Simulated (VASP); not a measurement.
Input of a VASP 6.6.1 run:

INCAR

```
  PREC = Accurate
  ENCUT = 520
  EDIFF = 1E-7
  ISMEAR = 0
  SIGMA = 0.1
  LREAL = False
  LASPH = True
  NELM = 150
  ALGO = Normal
  ISIF = 3
  LWAVE = False
  LCHARG = False
  ISPIN = 2
  MAGMOM = 5 0
  LORBIT = 11
  LMAXMIX = 4
  LDAU = True
  LDAUTYPE = 2
  LDAUL = 2 -1
  LDAUU = 1.9 0
  LDAUJ = 0 0
  LDAUPRINT = 1
  GGA = PE
  IBRION = 2
  NSW = 80
  EDIFFG = -0.002
  PSTRESS = 0.001
```

Contents of KPOINTS:

```
Automatic mesh
0
Gamma
  14 14 14
```

Contents of POSCAR:

```
MnS                                     
1.0
    0.0000000000      2.6287256019      2.6287256019
    2.6287256019     -0.0000000000      2.6287256019
    2.6287256019      2.6287256019     -0.0000000000
  Mn              S             
     1     1
Direct
     0.0000000000000000    0.0000000000000000    0.0000000000000000
     0.5000000000000000    0.5000000000000000    0.5000000000000000
```

Potentials or basis: VASP PAW PBE potentials, release 64 (Mn_pv, S).

The run is started by

```bash
$ cat potpaw_PBE.64/Mn_pv/POTCAR potpaw_PBE.64/S/POTCAR > POTCAR
$ mpirun -np 1 vasp_std > vasp.out
```

(1) Predict the relaxed cell.

(2) Estimate the space group after relaxing (to 0.05 Å).

(3) Estimate the site moments.

(4) Predict the relaxed volume.

## Answers

(1) a = 3.719 Å, b = 3.719 Å, c = 3.719 Å, α = 60.00°, β = 60.00°, γ = 60.00°.

(2) Fm-3m (No. 225).

(3) Mn +4.51; S +0.12 μB.

(4) 18.18 Å³/atom.

Caveat: the cell is relaxed towards a set pressure, so the enthalpy falls and the energy may rise; a cell with one magnetic atom can't hold antiferromagnetic order, which such compounds often take.
